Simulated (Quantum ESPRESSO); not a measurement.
# GaN (P6_3mc) in Quantum ESPRESSO: settings compared, part 2 of 4

Quantum ESPRESSO 7.5. The steps go on from the part before.

## 3. Wannier functions, PBE

pw.in reads:

```
&CONTROL
  calculation = 'scf'
  prefix = 'pwscf'
  outdir = './tmp'
  pseudo_dir = './pseudo'
  tprnfor = .true.
  tstress = .true.
  disk_io = 'low'
/
&SYSTEM
  ibrav = 0
  celldm(1) = 8
  nat = 4
  ntyp = 2
  ecutwfc = 56
  ecutrho = 448
  nbnd = 33
  occupations = 'smearing'
  smearing = 'fd'
  degauss = 0.00367493
/
&ELECTRONS
  conv_thr = 8d-10
  electron_maxstep = 120
  mixing_beta = 0.5
/
ATOMIC_SPECIES
Ga    69.7230 ga_pbe_v1.4.uspp.F.UPF
N     14.0070 n_pbe_v1.2.uspp.F.UPF
CELL_PARAMETERS alat
  0.7511661345387   0.0000000000000   0.0000000000000
 -0.3755830672694   0.6505289549650   0.0000000000000
  0.0000000000000   0.0000000000000   1.2202906449771
ATOMIC_POSITIONS crystal
Ga     0.6666666667    0.3333333333    0.5000000000
Ga     0.3333333333    0.6666666667    0.0000000000
N      0.6666666667    0.3333333333    0.8750000000
N      0.3333333333    0.6666666667    0.3750000000
K_POINTS automatic
8 8 4 0 0 0
```

nscf.in reads:

```
&CONTROL
  calculation = 'nscf'
  prefix = 'pwscf'
  outdir = './tmp'
  pseudo_dir = './pseudo'
  disk_io = 'low'
/
&SYSTEM
  ibrav = 0
  celldm(1) = 8
  nat = 4
  ntyp = 2
  ecutwfc = 56
  ecutrho = 448
  nbnd = 45
  occupations = 'smearing'
  smearing = 'fd'
  degauss = 0.00367493
  nosym = .true.
  noinv = .true.
/
&ELECTRONS
  conv_thr = 1d-09
  electron_maxstep = 120
  mixing_beta = 0.5
  diago_full_acc = .true.
  startingwfc = 'random'
/
ATOMIC_SPECIES
Ga    69.7230 ga_pbe_v1.4.uspp.F.UPF
N     14.0070 n_pbe_v1.2.uspp.F.UPF
CELL_PARAMETERS alat
  0.7511661345387   0.0000000000000   0.0000000000000
 -0.3755830672694   0.6505289549650   0.0000000000000
  0.0000000000000   0.0000000000000   1.2202906449771
ATOMIC_POSITIONS crystal
Ga     0.6666666667    0.3333333333    0.5000000000
Ga     0.3333333333    0.6666666667    0.0000000000
N      0.6666666667    0.3333333333    0.8750000000
N      0.3333333333    0.6666666667    0.3750000000
K_POINTS crystal
108
  0.00000000   0.00000000   0.00000000 9.25925926e-03
  0.00000000   0.00000000   0.33333333 9.25925926e-03
  0.00000000   0.00000000   0.66666667 9.25925926e-03
  0.00000000   0.16666667   0.00000000 9.25925926e-03
  0.00000000   0.16666667   0.33333333 9.25925926e-03
  0.00000000   0.16666667   0.66666667 9.25925926e-03
[... 100 lines left out ...]
  0.83333333   0.83333333   0.33333333 9.25925926e-03
  0.83333333   0.83333333   0.66666667 9.25925926e-03
```

pw2wan.in reads:

```
&INPUTPP
  prefix = 'pwscf'
  outdir = './tmp'
  seedname = 'w'
  write_mmn = .true.
  write_amn = .true.
/
```

bands.in reads:

```
&CONTROL
  calculation = 'bands'
  prefix = 'pwscf'
  outdir = './tmp'
  pseudo_dir = './pseudo'
  disk_io = 'low'
/
&SYSTEM
  ibrav = 0
  celldm(1) = 8
  nat = 4
  ntyp = 2
  ecutwfc = 56
  ecutrho = 448
  nbnd = 45
  occupations = 'smearing'
  smearing = 'fd'
  degauss = 0.00367493
/
&ELECTRONS
  conv_thr = 1d-08
  electron_maxstep = 120
  mixing_beta = 0.5
  diago_full_acc = .true.
  startingwfc = 'random'
/
ATOMIC_SPECIES
Ga    69.7230 ga_pbe_v1.4.uspp.F.UPF
N     14.0070 n_pbe_v1.2.uspp.F.UPF
CELL_PARAMETERS alat
  0.7511661345387   0.0000000000000   0.0000000000000
 -0.3755830672694   0.6505289549650   0.0000000000000
  0.0000000000000   0.0000000000000   1.2202906449771
ATOMIC_POSITIONS crystal
Ga     0.6666666667    0.3333333333    0.5000000000
Ga     0.3333333333    0.6666666667    0.0000000000
N      0.6666666667    0.3333333333    0.8750000000
N      0.3333333333    0.6666666667    0.3750000000
K_POINTS crystal
66
  0.00000000   0.00000000   0.00000000 1
  0.05555600   0.00000000   0.00000000 1
  0.11111100   0.00000000   0.00000000 1
  0.16666700   0.00000000   0.00000000 1
  0.22222200   0.00000000   0.00000000 1
  0.27777800   0.00000000   0.00000000 1
[... 58 lines left out ...]
  0.33333300   0.33333300   0.40000000 1
  0.33333300   0.33333300   0.50000000 1
```

w.win reads:

```
num_wann = 26
num_bands = 39
guiding_centres = true
dis_froz_max = 14.03
dis_num_iter = 600
dis_mix_ratio = 0.5
dis_conv_tol = 1.0d-9
num_iter = 1200
conv_tol = 1.0d-8
conv_window = 4
num_print_cycles = 200
fermi_energy = 12.0394
bands_plot = true
write_hr = true
mp_grid = 6 6 3
exclude_bands = 1-6
begin projections
Ga: s;p;d
N: s;p
end projections
begin unit_cell_cart
ang
  3.1800000000   0.0000000000   0.0000000000
 -1.5900000000   2.7539607840   0.0000000000
  0.0000000000   0.0000000000   5.1660000000
end unit_cell_cart
begin atoms_frac
Ga   0.6666666667   0.3333333333   0.5000000000
Ga   0.3333333333   0.6666666667   0.0000000000
N    0.6666666667   0.3333333333   0.8750000000
N    0.3333333333   0.6666666667   0.3750000000
end atoms_frac
begin kpoint_path
G   0.0000000000   0.0000000000   0.0000000000  M   0.5000000000   0.0000000000   0.0000000000
M   0.5000000000   0.0000000000   0.0000000000  K   0.3333333333   0.3333333333   0.0000000000
K   0.3333333333   0.3333333333   0.0000000000  G   0.0000000000   0.0000000000   0.0000000000
G   0.0000000000   0.0000000000   0.0000000000  A   0.0000000000   0.0000000000   0.5000000000
A   0.0000000000   0.0000000000   0.5000000000  L   0.5000000000   0.0000000000   0.5000000000
L   0.5000000000   0.0000000000   0.5000000000  H   0.3333333333   0.3333333333   0.5000000000
H   0.3333333333   0.3333333333   0.5000000000  A   0.0000000000   0.0000000000   0.5000000000
L   0.5000000000   0.0000000000   0.5000000000  M   0.5000000000   0.0000000000   0.0000000000
K   0.3333333333   0.3333333333   0.0000000000  H   0.3333333333   0.3333333333   0.5000000000
end kpoint_path
bands_num_points = 9
begin kpoints
  0.00000000   0.00000000   0.00000000
  0.00000000   0.00000000   0.33333333
  0.00000000   0.00000000   0.66666667
  0.00000000   0.16666667   0.00000000
  0.00000000   0.16666667   0.33333333
  0.00000000   0.16666667   0.66666667
[... 100 lines left out ...]
  0.83333333   0.83333333   0.33333333
  0.83333333   0.83333333   0.66666667
end kpoints
```

Potentials or basis: GBRV 1.5 PBE.

The run is started by

```
$ OMP_NUM_THREADS=1 pw.x -in pw.in > pw.out
$ OMP_NUM_THREADS=1 pw.x -in nscf.in > nscf.out
$ wannier90.x -pp w
$ OMP_NUM_THREADS=1 pw2wannier90.x -in pw2wan.in > pw2wan.out
$ wannier90.x w
$ OMP_NUM_THREADS=1 pw.x -in bands.in > bands.out
```

pw.out:

```text
This program is part of the open-source Quantum ESPRESSO suite
     for quantum simulation of materials; please cite
[... 9 lines left out ...]
     --------------------
     sticks:   dense  smooth     PW     G-vecs:    dense   smooth      PW
     Sum        1123     559    163                48899    17333    2863

     Using Slab Decomposition

     bravais-lattice index     =            0
     lattice parameter (alat)  =       8.0000  a.u.
     unit-cell volume          =     305.3064 (a.u.)^3
     number of atoms/cell      =            4
     number of atomic types    =            2
     number of electrons       =        48.00
     number of Kohn-Sham states=           33
     kinetic-energy cutoff     =      56.0000  Ry
     charge density cutoff     =     448.0000  Ry
     scf convergence threshold =      8.0E-10
     mixing beta               =       0.5000
     number of iterations used =            8  plain     mixing
     Exchange-correlation= SLA  PW   PBE  PBE
                           (   1   4   3   4   0   0   0)

[... 403 lines left out ...]
    -0.3946  -0.3946   4.7676   4.7676   7.1096   7.1096   9.5030   9.5030
    17.1465  17.1465  18.8023  18.8023  20.0558  20.0558  24.3261  24.3261
    25.9921

     the Fermi energy is    12.1019 ev

!    total energy              =    -871.09998293 Ry
     estimated scf accuracy    <          5.5E-11 Ry
     smearing contrib. (-TS)   =      -0.00000000 Ry
     internal energy E=F+TS    =    -871.09998293 Ry

     The total energy is F=E-TS. E is the sum of the following terms:
     one-electron contribution =    -672.24608541 Ry
     hartree contribution      =     362.09986878 Ry
     xc contribution           =    -108.20255786 Ry
     ewald contribution        =    -452.75120843 Ry

     convergence has been achieved in  10 iterations

     Forces acting on atoms (cartesian axes, Ry/au):

     atom    1 type  1   force =     0.00000000    0.00000000   -0.00531018
     atom    2 type  1   force =     0.00000000    0.00000000   -0.00531018
     atom    3 type  2   force =     0.00000000    0.00000000    0.00531018
     atom    4 type  2   force =     0.00000000    0.00000000    0.00531018

     Total force =     0.010620     Total SCF correction =     0.000017

     Computing stress (Cartesian axis) and pressure

          total   stress  (Ry/bohr**3)                   (kbar)     P=       76.17
   0.00046899   0.00000000   0.00000000           68.99        0.00        0.00
   0.00000000   0.00046899   0.00000000            0.00       68.99        0.00
   0.00000000   0.00000000   0.00061550            0.00        0.00       90.54

=------------------------------------------------------------------------------=
   JOB DONE.
=------------------------------------------------------------------------------=
```

Run time: 11 min. Hardware: 1 thread of Arm Neoverse V1, shared host; peak memory 0.25 GiB.

Results:

- Free energy: -11851.9190 eV
- Pressure: 7.6 GPa
- Largest force: 0.137 eV/Å
- Band gap on the k mesh: 1.99 eV, direct
- Band gap along the path: 1.99 eV, direct
- Total Wannier spread: 14.61 Å² over 26 functions
- RMS miss of the Wannier bands: 0.006 eV

Forces on the atoms (eV/Å):
```
Ga   0.000  0.000 -0.137
Ga   0.000  0.000 -0.137
N    0.000  0.000  0.137
N    0.000  0.000  0.137
```

Stress tensor (GPa, compression positive):
```
6.90 0.00 0.00
0.00 6.90 0.00
0.00 0.00 9.05
```

Levels at the corners of the path, in eV from the valence-band top:
```csv
point,band 21,band 22,band 23,band 24,band 25,band 26,band 27,band 28
Γ,-1.06,-0.06,0.00,0.00,1.99,4.31,9.26,9.94
M,-4.27,-2.78,-2.26,-0.99,5.08,5.62,6.07,8.67
K,-5.34,-3.04,-3.04,-2.71,5.13,7.88,7.88,8.44
Γ,-1.06,-0.06,0.00,0.00,1.99,4.31,9.26,9.94
A,-0.54,-0.54,-0.54,-0.54,4.31,4.31,8.55,8.55
L,-1.96,-1.96,-1.93,-1.93,4.44,4.44,7.84,7.84
H,-4.22,-4.22,-1.51,-1.51,6.50,6.50,7.33,7.33
A,-0.54,-0.54,-0.54,-0.54,4.31,4.31,8.55,8.55
L,-1.96,-1.96,-1.93,-1.93,4.44,4.44,7.84,7.84
M,-4.27,-2.78,-2.26,-0.99,5.08,5.62,6.07,8.67
K,-5.34,-3.04,-3.04,-2.71,5.13,7.88,7.88,8.44
H,-4.22,-4.22,-1.51,-1.51,6.50,6.50,7.33,7.33
```

Wannier functions:
| function | nearest atom | distance (Å) | spread (Å²) | on-site energy from the reference level (eV) |
| --- | --- | --- | --- | --- |
| 1 | 1 Ga | 0.73 | 0.98 | 4.14 |
| 2 | 1 Ga | 0.73 | 1.01 | 4.22 |
| 3 | 1 Ga | 0.73 | 0.98 | 4.13 |
| 4 | 1 Ga | 0.73 | 0.98 | 4.17 |
| 5 | 1 Ga | 0.05 | 0.29 | -12.52 |
| 6 | 1 Ga | 0.04 | 0.26 | -13.49 |
| 7 | 1 Ga | 0.04 | 0.26 | -13.50 |
| 8 | 1 Ga | 0.04 | 0.27 | -13.15 |
| 9 | 1 Ga | 0.04 | 0.27 | -13.18 |
| 10 | 2 Ga | 0.73 | 0.98 | 4.14 |
| 11 | 2 Ga | 0.74 | 1.01 | 4.22 |
| 12 | 2 Ga | 0.73 | 0.98 | 4.13 |
| 13 | 2 Ga | 0.73 | 0.98 | 4.17 |
| 14 | 2 Ga | 0.05 | 0.29 | -12.53 |
| 15 | 2 Ga | 0.04 | 0.26 | -13.49 |
| 16 | 2 Ga | 0.04 | 0.26 | -13.50 |
| 17 | 2 Ga | 0.04 | 0.27 | -13.14 |
| 18 | 2 Ga | 0.04 | 0.27 | -13.17 |
| 19 | 3 N | 0.36 | 0.50 | -3.16 |
| 20 | 3 N | 0.37 | 0.50 | -3.22 |
| 21 | 3 N | 0.36 | 0.50 | -3.16 |
| 22 | 3 N | 0.36 | 0.50 | -3.16 |
| 23 | 4 N | 0.36 | 0.50 | -3.16 |
| 24 | 4 N | 0.37 | 0.50 | -3.25 |
| 25 | 4 N | 0.36 | 0.50 | -3.16 |
| 26 | 4 N | 0.36 | 0.50 | -3.16 |

Parts of the spread (Å²): invariant 12.25, diagonal 0.003, off-diagonal 2.35, total 14.61. Against the direct bands the interpolation misses by 6 meV (root mean square) and 45 meV at most, for states up to 1 eV over the reference level.

Caveat: the Wannier minimisation didn't converge.

(Part 2 of 4 ends here.)
